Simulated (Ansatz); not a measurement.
CdTe, one cell by several methods

```
Cd Te
1.0
     3.12541   -3.15530    0.00000
     3.12541    3.15530    0.00000
     0.00000    0.00000    6.21011
Cd Te
2 2
Direct
  0.27703 0.72297 0.75000
  0.72297 0.27703 0.25000
  0.76614 0.23386 0.75000
  0.23386 0.76614 0.25000
```

Atoms are numbered in the order listed.

Structure from Materials Project entry mp-1066480 (possibly hypothetical), not relaxed further. The listed cell was then made from it by scaling, straining or moving an atom.

Spin–orbit coupling is left out, though it moves levels of the heavy atoms by tenths of an eV or more.

Methods: DFT, PBEsol, PAW with Ansatz's default frozen-core files, scalar-relativistic (Ansatz 0.2.0); DFT, PBEsol, all-electron PAW with datasets made for the crystal, scalar-relativistic (Ansatz 0.2.0); DFT, PBEsol, all-electron LAPW, scalar-relativistic (Ansatz 0.2.0).

For PAW: a Γ-centred 9×9×6 k mesh, Fermi–Dirac smearing of 0.05 eV, cutoff 420 eV, no spin polarisation; the PAW files were made with PBE, and the program remakes their frozen cores for this functional. The crystal-made all-electron datasets (AE datasets) take a cutoff of 240 eV at this cell. LAPW targets a basis error of 1 meV/atom. The Ansatz runs share mesh, smearing and spin set-up. Plane-wave (PAW) pressures include the program's estimate of the Pulay term.

Stress and pressure are positive in compression.

The change that made this cell: volume scaled by 1.06.

Spin–orbit coupling is left out, which moves gradients at and beside heavy atoms by some per cent and at worst by a factor of two.

In a metal, gradients converge slowly with the k mesh: the values move by tens of per cent from one mesh to another, at times in sign, so only the comparison on one mesh counts.

```
                             quantity    PAW  AE datasets   LAPW
                       pressure (GPa)  -5.17        -5.16  -5.16
                      stress xx (GPa)  -5.26        -5.25  -5.25
                      stress yy (GPa)  -5.21        -5.21  -5.20
                      stress zz (GPa)  -5.02        -5.01  -5.01
               force on Te3, y (eV/Å)  0.109        0.109  0.109
field gradient Vzz at Te3 (10²¹ V/m²)  -0.98        -0.97      –
```

PAW's pressure differs from the LAPW value by about 0.01 GPa or less.
